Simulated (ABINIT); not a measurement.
# BaTe (Fm-3m): a self-consistent loop beyond G0W0, cycle by cycle

How far does self-consistency move the gap of BaTe (Fm-3m)?

Main program and level: ABINIT 10.8.3; PBE and many-body steps on it, plane waves.

The database entry behind the starting cell differs from later determinations by our own check (about 0.2 % short), so it need not match the best structure at ambient conditions.

## 1. The structure

Symmetry: Fm-3m, No. 225, cubic system. Conventional cell: a = 6.986 Å, b = 6.986 Å, c = 6.986 Å, α = 90.00°, β = 90.00°, γ = 90.00°. Ba has 6 Te at 3.49 Å nearest. Nearest to Te lie 6 Ba at 3.49 Å. Farther neighbours and most contacts between anions are not listed.

The cell and positions come from the Crystallography Open Database and are kept as given unless a step says otherwise. Spin-orbit coupling is left out unless a step names it.

## 2. Empty states on the mesh, 2×2×2 mesh, 79 bands

This step: ABINIT 10.8.3; DFT, PBE, plane waves, norm-conserving pseudopotentials.

The sums over transitions need many empty states on a uniform mesh; this step solves for them.

File run.abi:

```
acell 3*1.0 Angstrom
rprim 
  -0.000000000000 3.493000000000 3.493000000000
  3.493000000000 -0.000000000000 3.493000000000
  3.493000000000 3.493000000000 -0.000000000000
ntypat 2
znucl 56 52
natom 2
typat 1 2
xred 
  0.000000000000 0.000000000000 0.000000000000
  0.500000000000 0.500000000000 0.500000000000
pp_dirpath "pseudos"
pseudos "Ba.upf, Te.upf"
ecut 39
ngkpt 2 2 2
nshiftk 1
shiftk 0 0 0
kptopt 1
chksymbreak 0
iscf -2
irdden 1
istwfk *1
nband 79
nbdbuf 6
tolwfr 1e-09
nstep 60
prtvol 0
indata_prefix "in"
outdata_prefix "out"
tmpdata_prefix "tmp"
```

Command:

```
> OMP_NUM_THREADS=1 mpirun -n 4 abinit run.abi > log
```

Numbers of over 12 decimals in the logs are rounded to 6 here.

The log of the run:

```text
.Version 10.8.3 of ABINIT. v10.8.2 released Aug 2026.

 Symmetries : space group Fm -3 m (#225); Bravais cF (face-center cubic)
[... echo of the input left out ...]
== DATASET  1 ==================================================================
-   mpi_nproc: 4, omp_nthreads: 1 (-1 if OMP is not activated)
-    --> not optimal distribution: autoparal keyword recommended in input file <--

--- !DatasetInfo
iteration_state: {dtset: 1, }
dimensions: {natom: 2, nkpt: 3, mband: 79, nsppol: 1, nspinor: 1, nspden: 1, mpw: 6735, }
cutoff_energies: {ecut:  39.0, pawecutdg:  -1.0, }
[...]
1.13937    1.13937    1.14667    1.18360    1.18360    1.18360    1.25480    1.25480
   1.25480    1.28038    1.29458    1.29458    1.29458    1.29573    1.29573    1.29573
   1.31931    1.31931    1.35876    1.46677    1.46677    1.46677    1.54298
 prteigrs : prtvol=0 or 1, do not print more k-points.

== END DATASET(S) ==============================================================
================================================================================

 -outvars: echo values of variables after computation  --------
            nband          79
             nkpt           3
          spgroup         225
 [... the other variables as echoed above ...]

 Calculation completed.
```

Elapsed: 20 s, on 4 MPI ranks of Arm Neoverse V1, shared host; peak memory 0.32 GiB; 79 s of CPU time.

This step gave:

```
gap                                                           : 1.593 eV
k of the valence top                                          : 0, 0, 0
k of the conduction bottom                                    : 0.5, 0.5, 0
least direct gap                                              : 1.946 eV
k points computed                                             : 3
lowest point of the top converged band, above the valence top : 31.28 eV
```

On this mesh the gap is 1.593 eV.

The density comes from a self-consistent run that is not shown.

## 3. Screening, 2×2×2 mesh, 73 bands, screening to 106.1 eV

The RPA dielectric matrix is built and inverted for each q.

This step: RPA screening on PBE, plane waves, norm-conserving pseudopotentials.

Changes to run.abi since step 2:

```diff
@@ -20,10 +20,11 @@
 chksymbreak 0
-iscf -2
-irdden 1
 istwfk *1
-nband 79
-nbdbuf 6
-tolwfr 1e-09
-nstep 60
-prtvol 0
+occopt 1
+irdwfk 1
+optdriver 3
+nband 73
+ecuteps 3.9
+inclvkb 2
+awtr 1
+symchi 1
 indata_prefix "in"
```

The log of the run:

```text
.Version 10.8.3 of ABINIT. v10.8.2 released Aug 2026.

 Symmetries : space group Fm -3 m (#225); Bravais cF (face-center cubic)
[... echo of the input left out ...]
== DATASET  1 ==================================================================
-   mpi_nproc: 4, omp_nthreads: 1 (-1 if OMP is not activated)

--- !DatasetInfo
iteration_state: {dtset: 1, }
dimensions: {natom: 2, nkpt: 3, mband: 73, nsppol: 1, nspinor: 1, nspden: 1, mpw: 6735, }
cutoff_energies: {ecut:  39.0, pawecutdg:  -1.0, }
electrons: {nelect:   3.40000000E+01, charge:   0.00000000E+00, occopt:   1.00000000E+00, tsmear:   1.00000000E-02, }

 SCREENING: Calculation of the susceptibility and dielectric matrices

 Based on a program developped by R.W. Godby, V. Olevano, G. Onida, and L. Reining.
 Incorporated in ABINIT by V. Olevano, G.-M. Rignanese, and M. Torrent.
.Using double precision arithmetic ; gwpc =  8

[... cell and pseudopotentials left out ...]
--------------------------------------------------------------------------------

 ==== K-mesh for the wavefunctions ====
 Number of points in the irreducible wedge :     3
[... list of points left out ...]
 Together with 48 symmetry operations and time-reversal symmetry
 yields     8 points in the full Brillouin Zone.

 ==== Q-mesh for the screening function ====
 Number of points in the irreducible wedge :     3
[... list of points left out ...]
 Together with 48 symmetry operations and time-reversal symmetry
 yields     8 points in the full Brillouin Zone.

 setmesh: FFT mesh size selected  =    36x   36x   36
          total number of points  =        46656

 vcoul_init : cutoff-mode = AUXILIARY_FUNCTION
 q-points for optical limit:   1
     1)      0.000010    0.000020    0.000030

- screening: taking advantage of time-reversal symmetry
- Maximum band index for partially occupied states nbvw = 17
- Remaining bands to be divided among processors   nbcw = 56
- Number of bands treated by each node ~14

 Number of electrons calculated from density =   34.0000; Expected =   34.0000
 average of density, n =  0.059109
 r_s =    1.5925
 omega_plasma =   23.4522 [eV]

 calculating chi0 at frequencies [eV] :
  1    0.000000E+00    0.000000E+00
  2    0.000000E+00    2.345222E+01

--------------------------------------------------------------------------------
  q-point number  1        q = ( 0.000000, 0.000000, 0.000000) [r.l.u.]
--------------------------------------------------------------------------------
[... chi0 elements left out ...]
 For q-point:  0.000010 0.000020 0.000030
  dielectric constant =  10.9885
  dielectric constant without local fields =  13.3179

  Average fulfillment of the sum rule on Im[epsilon] for q-point    1 :     47.42  [%]
[... wings left out ...]
  q-point number  2        q = ( 0.500000, 0.000000, 0.000000) [r.l.u.]
--------------------------------------------------------------------------------
[... chi0 elements left out ...]
  Average fulfillment of the sum rule on Im[epsilon] for q-point    2 :     55.94  [%]

 [... 1 further q-points ...]
```

The job ended after 7.9 s (4 MPI ranks; peak memory 0.75 GiB; 31 s of CPU time).

This step gave:

| Item | Value |
| --- | --- |
| ε∞ with local fields, on this mesh, along the program's q direction | 10.99 |
| the same without local fields | 13.32 |
| plasma frequency | 23.45 eV |
| plane waves in the screening matrix | 181 |

Local fields lower ε∞ by 17 %. On a Γ-centred mesh this coarse the value itself is usually too large, while a short band sum pulls it down.

## 4. G0W0

The self-energy is evaluated for the states that the input lists, and the levels follow from it, in one-shot runs by the linearised quasiparticle equation.

This step: G0W0 on PBE, plane waves, norm-conserving pseudopotentials.

Changes to run.abi since step 3:

```diff
@@ -23,8 +23,17 @@
 irdwfk 1
-optdriver 3
+optdriver 4
 nband 73
+gwcalctyp 0
+ecutsigx 39
+symsigma 1
+nkptgw 2
+kptgw 
+  0.0000000000 0.0000000000 0.0000000000
+  0.5000000000 0.5000000000 0.0000000000
+bdgw 
+  15 21
+  16 19
 ecuteps 3.9
-inclvkb 2
-awtr 1
-symchi 1
+irdscr 1
+ppmodel 1
 indata_prefix "in"
```

The log of the run:

```text
.Version 10.8.3 of ABINIT. v10.8.2 released Aug 2026.

 Symmetries : space group Fm -3 m (#225); Bravais cF (face-center cubic)
[... echo of the input left out ...]
== DATASET  1 ==================================================================
-   mpi_nproc: 4, omp_nthreads: 1 (-1 if OMP is not activated)

--- !DatasetInfo
iteration_state: {dtset: 1, }
dimensions: {natom: 2, nkpt: 3, mband: 73, nsppol: 1, nspinor: 1, nspden: 1, mpw: 6735, }
cutoff_energies: {ecut:  39.0, pawecutdg:  -1.0, }
electrons: {nelect:   3.40000000E+01, charge:   0.00000000E+00, occopt:   1.00000000E+00, tsmear:   1.00000000E-02, }

 SIGMA: Calculation of the GW corrections

 Based on a program developped by R.W. Godby, V. Olevano, G. Onida, and L. Reining.
 Incorporated in ABINIT by V. Olevano, G.-M. Rignanese, and M. Torrent.
.Using double precision arithmetic ; gwpc =  8

[... cell and pseudopotentials left out ...]
--------------------------------------------------------------------------------

 ==== K-mesh for the wavefunctions ====
 Number of points in the irreducible wedge :     3
[... list of points left out ...]
 Together with 48 symmetry operations and time-reversal symmetry
 yields     8 points in the full Brillouin Zone.

 ==== Q-mesh for screening function ====
 Number of points in the irreducible wedge :     3
[... list of points left out ...]
 Together with 48 symmetry operations and time-reversal symmetry
 yields     8 points in the full Brillouin Zone.

 vcoul_init : cutoff-mode = AUXILIARY_FUNCTION
 q-points for optical limit:   1
     1)      0.000010    0.000020    0.000030
 setmesh: FFT mesh size selected  =    54x   54x   54
          total number of points  =       157464

 Number of electrons calculated from density =   34.0000; Expected =   34.0000
 average of density, n =  0.059109
 r_s =    1.5925
 omega_plasma =   23.4522 [eV]

 === KS Band Gaps ===
  >>>> For spin  1
   Minimum direct gap =   1.9461 [eV], located at k-point      :   0.5000  0.5000  0.0000
   Fundamental gap    =   1.5929 [eV], Top of valence bands at :   0.0000  0.0000  0.0000
                                       Bottom of conduction at :   0.5000  0.5000  0.0000
 SIGMA fundamental parameters:
 PLASMON POLE MODEL  1
 number of plane-waves for SigmaX                 6735
 number of plane-waves for SigmaC and W            181
 number of plane-waves for wavefunctions          6735
 number of bands                                    73
 number of independent spin polarizations            1
 number of spinorial components                      1
 number of k-points in IBZ                           3
 number of q-points in IBZ                           3
 number of symmetry operations                      48
 number of k-points in BZ                            8
 number of q-points in BZ                            8
 number of frequencies for dSigma/dE                 9
 frequency step for dSigma/dE [eV]                0.25
 number of omega for Sigma on real axis              0
 max omega for Sigma on real axis  [eV]           0.00
 zcut for avoiding poles [eV]                     0.10

 EPSILON^-1 parameters (SCR file):
 dimension of the eps^-1 matrix on file            181
 dimension of the eps^-1 matrix used               181
 number of plane-waves for wavefunctions          6735
 number of bands                                    73
 number of q-points in IBZ                           3
 number of frequencies                               2
 number of real frequencies                          1
 number of imag frequencies                          1

 matrix elements of self-energy operator (all in [eV])

 Perturbative Calculation

--- !SelfEnergy_ee
iteration_state: {dtset: 1, }
kpoint     : [   0.000,    0.000,    0.000, ]
spin       : 1
KS_gap     :    3.003
QP_gap     :    3.631
Delta_QP_KS:    0.628
data: !SigmaeeData |
     Band     E0 <VxcDFT>   SigX SigC(E0)      Z dSigC/dE  Sig(E)    E-E0       E
       15   4.622 -12.387 -14.410   1.930   0.803  -0.245 -12.461  -0.074   4.548
       16   4.622 -12.387 -14.410   1.930   0.803  -0.245 -12.461  -0.074   4.548
       17   4.622 -12.387 -14.410   1.930   0.803  -0.245 -12.461  -0.074   4.548
       18   7.625  -8.366  -4.204  -3.491   0.825  -0.212  -7.812   0.554   8.178
       19   7.634  -8.491  -4.156  -3.568   0.814  -0.229  -7.866   0.624   8.258
       20   7.634  -8.491  -4.156  -3.568   0.814  -0.229  -7.866   0.624   8.258
       21   7.634  -8.491  -4.156  -3.568   0.814  -0.229  -7.866   0.624   8.258

--- !SelfEnergy_ee
iteration_state: {dtset: 1, }
kpoint     : [   0.500,    0.500,    0.000, ]
spin       : 1
KS_gap     :    1.946
QP_gap     :    2.517
Delta_QP_KS:    0.571
data: !SigmaeeData |
     Band     E0 <VxcDFT>   SigX SigC(E0)      Z dSigC/dE  Sig(E)    E-E0       E
       16   4.269 -12.020 -14.129   1.918   0.803  -0.245 -12.173  -0.153   4.115
       17   4.269 -12.020 -14.129   1.918   0.803  -0.245 -12.173  -0.153   4.115
       18   6.215  -7.585  -3.746  -3.329   0.819  -0.221  -7.167   0.418   6.633
       19   9.155 -10.519  -5.735  -3.596   0.809  -0.237  -9.558   0.960  10.115

== END DATASET(S) ==============================================================
================================================================================

 -outvars: echo values of variables after computation  --------
           etotal      0.0000000000E+00
            nband          73
             nkpt           3
          spgroup         225
 [... the other variables as echoed above ...]

 Calculation completed.
```

Wall time 5.5 s (4 MPI ranks); peak memory 0.7 GiB.

Numbers from this step:

```
G0W0 gap on the points computed              : 2.085 eV
starting gap on the mesh                     : 1.593 eV
k of the valence top                         : 0, 0, 0
k of the conduction bottom                   : 0.5, 0.5, 0
Z at the valence top                         : 0.803
Z at the conduction bottom                   : 0.819
least direct G0W0 gap on the computed points : 2.518 eV
```

The gap on the mesh goes from 1.59 eV to 2.08 eV, a correction of +0.49 eV.

## 5. evGW0, cycle 1

This step: evGW0 on PBE, plane waves, norm-conserving pseudopotentials.

Changes to run.abi since step 4:

```diff
@@ -25,12 +25,14 @@
 nband 73
-gwcalctyp 0
+gwcalctyp 10
 ecutsigx 39
 symsigma 1
-nkptgw 2
+nkptgw 3
 kptgw 
   0.0000000000 0.0000000000 0.0000000000
+  0.5000000000 0.0000000000 0.0000000000
   0.5000000000 0.5000000000 0.0000000000
 bdgw 
-  15 21
-  16 19
+  14 21
+  14 21
+  14 21
 ecuteps 3.9
```

The log of the run:

```text
.Version 10.8.3 of ABINIT. v10.8.2 released Aug 2026.

 Symmetries : space group Fm -3 m (#225); Bravais cF (face-center cubic)
[... echo of the input left out ...]
== DATASET  1 ==================================================================
-   mpi_nproc: 4, omp_nthreads: 1 (-1 if OMP is not activated)

--- !DatasetInfo
iteration_state: {dtset: 1, }
dimensions: {natom: 2, nkpt: 3, mband: 73, nsppol: 1, nspinor: 1, nspden: 1, mpw: 6735, }
cutoff_energies: {ecut:  39.0, pawecutdg:  -1.0, }
electrons: {nelect:   3.40000000E+01, charge:   0.00000000E+00, occopt:   1.00000000E+00, tsmear:   1.00000000E-02, }

 SIGMA: Calculation of the GW corrections

 Based on a program developped by R.W. Godby, V. Olevano, G. Onida, and L. Reining.
 Incorporated in ABINIT by V. Olevano, G.-M. Rignanese, and M. Torrent.
.Using double precision arithmetic ; gwpc =  8

[... cell and pseudopotentials left out ...]
--------------------------------------------------------------------------------

 ==== K-mesh for the wavefunctions ====
 Number of points in the irreducible wedge :     3
[... list of points left out ...]
 Together with 48 symmetry operations and time-reversal symmetry
 yields     8 points in the full Brillouin Zone.

 ==== Q-mesh for screening function ====
 Number of points in the irreducible wedge :     3
[... list of points left out ...]
 Together with 48 symmetry operations and time-reversal symmetry
 yields     8 points in the full Brillouin Zone.

 vcoul_init : cutoff-mode = AUXILIARY_FUNCTION
 q-points for optical limit:   1
     1)      0.000010    0.000020    0.000030
 setmesh: FFT mesh size selected  =    54x   54x   54
          total number of points  =       157464

 Number of electrons calculated from density =   34.0000; Expected =   34.0000
[...]
--- !SelfEnergy_ee
iteration_state: {dtset: 1, }
kpoint     : [   0.500,    0.000,    0.000, ]
spin       : 1
KS_gap     :    5.232
QP_gap     :    5.983
Delta_QP_KS:    0.751
data: !SigmaeeData |
     Band     E_DFT   <VxcDFT>   E(N-1)  <Hhartree>   SigX  SigC[E(N-1)]    Z     dSigC/dE  Sig[E(N)]  DeltaE  E(N)_pert E(N)_diago
[...]
--- !SelfEnergy_ee
iteration_state: {dtset: 1, }
kpoint     : [   0.500,    0.500,    0.000, ]
spin       : 1
KS_gap     :    1.946
QP_gap     :    2.517
Delta_QP_KS:    0.571
data: !SigmaeeData |
     Band     E_DFT   <VxcDFT>   E(N-1)  <Hhartree>   SigX  SigC[E(N-1)]    Z     dSigC/dE  Sig[E(N)]  DeltaE  E(N)_pert E(N)_diago
[...]
20     9.371    -8.767     9.371    18.138    -4.252    -3.647     0.819    -0.220    -8.056     0.711    10.083    10.342
       21    10.331   -10.953    10.331    21.284    -5.765    -3.856     0.804    -0.244    -9.882     1.071    11.402    11.663

 New Fermi energy :        2.067924E-01 Ha ,    5.627108E+00 eV

 === QP Band Gaps ===
  >>>> For spin  1
   Minimum direct gap =   2.6472 [eV], located at k-point      :   0.5000  0.5000  0.0000
   Fundamental gap    =   2.1952 [eV], Top of valence bands at :   0.0000  0.0000  0.0000
                                       Bottom of conduction at :   0.5000  0.5000  0.0000

 writing QP data on file : out_QPS

 Convergence of QP corrections
 >>>>> For spin  1 <<<<<
.  kptgw no:  1; Maximum DeltaE = (   0.000   0.000) for band index:  1
.  kptgw no:  2; Maximum DeltaE = (  -0.074   0.000) for band index:  7
.  kptgw no:  3; Maximum DeltaE = (  -0.227  -0.000) for band index:  8

== END DATASET(S) ==============================================================
================================================================================

 -outvars: echo values of variables after computation  --------
           etotal      0.0000000000E+00
            nband          73
             nkpt           3
          spgroup         225
 [... the other variables as echoed above ...]

 Calculation completed.
```

Elapsed: 8.6 s, on 4 MPI ranks; peak memory 0.9 GiB; 34 s of CPU time.

Numbers from this step:

* quasiparticle gap on the points computed: 2.196 eV
* gap of the density functional on the mesh: 1.593 eV
* k of the valence top: 0, 0, 0
* k of the conduction bottom: 0.5, 0.5, 0
* Z at the valence top: 0.803
* Z at the conduction bottom: 0.819
* least direct quasiparticle gap on the computed points: 2.647 eV

Against G0W0 in ABINIT (2×2×2 mesh, 73 bands, screening to 106.1 eV, Godby-Needs plasmon pole), the gap moves by +0.111 eV. This first cycle still uses the starting levels; it takes the full correction, at all points of the mesh, and its linearised value is 2.085 eV.

## 6. evGW0, cycle 2

The corrected levels of the last cycle go back in.

Changes to run.abi since step 5:

```diff
@@ -40,2 +40,3 @@
 ppmodel 1
+irdqps 1
 indata_prefix "in"
```

The log of the run:

```text
.Version 10.8.3 of ABINIT. v10.8.2 released Aug 2026.

 Symmetries : space group Fm -3 m (#225); Bravais cF (face-center cubic)
[... echo of the input left out ...]
== DATASET  1 ==================================================================
-   mpi_nproc: 4, omp_nthreads: 1 (-1 if OMP is not activated)

--- !DatasetInfo
iteration_state: {dtset: 1, }
dimensions: {natom: 2, nkpt: 3, mband: 73, nsppol: 1, nspinor: 1, nspden: 1, mpw: 6735, }
cutoff_energies: {ecut:  39.0, pawecutdg:  -1.0, }
[...]
Convergence of QP corrections
 >>>>> For spin  1 <<<<<
.  kptgw no:  1; Maximum DeltaE = (   0.000   0.000) for band index:  1
.  kptgw no:  2; Maximum DeltaE = (   0.000   0.000) for band index:  1
.  kptgw no:  3; Maximum DeltaE = (   0.002   0.000) for band index:  1

== END DATASET(S) ==============================================================
================================================================================

 -outvars: echo values of variables after computation  --------
           etotal      0.0000000000E+00
            nband          73
             nkpt           3
          spgroup         225
 [... the other variables as echoed above ...]

 Calculation completed.
```

Wall time 8.7 s (4 MPI ranks); peak memory 0.9 GiB; 35 s of CPU time.

This step gave:

```
quasiparticle gap on the points computed              : 2.163 eV
gap of the density functional on the mesh             : 1.593 eV
k of the valence top                                  : 0, 0, 0
k of the conduction bottom                            : 0.5, 0.5, 0
least direct quasiparticle gap on the computed points : 2.601 eV
```

Against the cycle before, the gap moves by −0.033 eV.

(Part 1 of 3 ends here.)

[Paths, hosts, dates, memory and timing lines, banners, echoed tables and standing remarks are left out of the program output.]

[Logs are printed without paths, hosts, clocks, repeated set-up lines and the standing remarks that a program may print on its own settings, such as how far it seeks lower states.]

[Runs of the session that timed out or met a known fault of the program may be left out.]

[Hosts, paths, dates, database ids (printed as entryN), source tags and the programs' standing remarks are cut or masked in the printed files.]

[G0W0 gaps are taken among the corrected bands and points alone; a level outside them can change the order at an edge.]

[Where Ansatz stands beside ABINIT at settings called matched, ABINIT's density can come from a denser mesh and the files from another edition; pairs whose starting gaps differed by over 0.03 eV were left out, so agreement reads better than it is.]
